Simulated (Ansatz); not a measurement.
The system is BaS.

```
Ba S
1.0
     0.00000    3.19375    3.19375
     3.19375    0.00000    3.19375
     3.19375    3.19375    0.00000
Ba S
1 1
Cartesian
  0.0000 0.0000 0.0000
  3.1938 3.1938 3.1938
```

```yaml
Program: Ansatz 0.2.0
Task: relaxation of cell and atoms
Functional: RPBE
Potentials_or_basis: Ansatz PAW
Cutoff: "420 eV (not typed: the program's choice for these potentials)"
k_mesh: 7 × 7 × 7
Occupations: fermi-dirac, width 0.05 eV
Spin: no spin polarisation
```

At the start: volume 32.58 Å³/atom.

**Question.** How do energy, volume and symmetry change on relaxing?

**Answer.** It ends after 4 steps and the volume is 34.55 Å³/atom (+6.0 %); space group Fm-3m (No. 225, to 0.05 Å).

Step by step:
| step | energy change (eV) | largest force (eV/Å) | volume (Å³) |
| --- | --- | --- | --- |
| 1 | 0.0000 | 0.0000 | 65.15 |
| 2 | -0.0262 | 0.0000 | 69.93 |
| 3 | -0.0276 | 0.0000 | 69.09 |
| 4 | -0.0276 | 0.0000 | 69.09 |

Final structure:
```
Ba S
1.0
     0.00000    3.25689    3.25689
     3.25689    0.00000    3.25689
     3.25689    3.25689    0.00000
Ba S
1 1
Direct
  0.00000 0.00000 0.00000
  0.50000 0.50000 0.50000
```

Caveat: the plane-wave basis is chosen anew once the cell has moved, so the energies of steps on either side of that aren't comparable; the PAW data sets come from PBE, with cores solved anew for the run's functional, which leaves a small shift of forces and pressure.
